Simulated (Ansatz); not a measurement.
## Convergence study of the SCF threshold for ZnTe (R3m, 2 atoms in the cell)

```
ZnTe
1.0
    0.00000     3.04085     3.04085
    3.04085     0.00000     3.04085
    3.04085     3.04085     0.00000
Zn Te
1 1
Direct
  0.00475   0.00475   0.00475
  0.25000   0.25000   0.25000
```

Method of the run: PBE, PAW files (plane waves; Ansatz, a quantum-chemistry and plane-wave program).

Base settings: basis.ecutwfc = 420 eV; kpoints.mp_grid.grid = 7 7 7; hamiltonian.xc = pbe; hamiltonian.pseudopotentials = {kind: paw} (the program's default PAW files); scf.occupations.method = fermi_dirac; scf.occupations.width = 0.05 eV.

The mesh stays at the base's, so the ladder's end is converged at best in this setting alone.

Only quantities that move along the ladder and can be compared are tabulated.

The count of work is k-points × plane waves × bands × iterations; it is no time. 

The starting cell has typed, rounded lattice constants, without a prior relaxation at this level. Its lattice was rescaled by up to half a per cent. One atom was moved a little off its site on purpose.

| scf.convergence.dr2_threshold | free energy less the last step's (meV/atom) | largest difference of a force vector from the last step's (eV/Å) | count of work / last |
|---|---|---|---|
| 0.1 eV | 9.93 | 0.009 | 0.18 |
| 0.01 eV | 0.04 | 0.000 | 0.36 |
| 0.001 eV | 0.00 | 0.000 | 0.45 |
| 0.0001 eV | 0.00 | 0.000 | 0.45 |
| 1e-05 eV | 0.00 | 0.000 | 0.55 |
| 1e-06 eV | 0.00 | 0.000 | 0.55 |
| 1e-07 eV | 0.00 | 0.000 | 0.64 |
| 1e-08 eV | 0.00 | 0.000 | 0.73 |
| 1e-10 eV | 0.00 | 0.000 | 0.91 |
| 1e-12 eV | 0.00 | 0.000 | 1.0 |

Coarsest scf.convergence.dr2_threshold that holds the forces within 0.005 eV/Å of the last step, with all finer ones: 0.01 eV, at 0.36 of the last step's count of work; the step before is off by 0.009 eV/Å.

Coarsest scf.convergence.dr2_threshold that holds the free energy within 0.5 meV/atom of the last step, with all finer ones: 0.01 eV, at 0.36 of the last step's count of work; the step before is off by 9.9 meV/atom.

Keys are those of Ansatz 0.2.
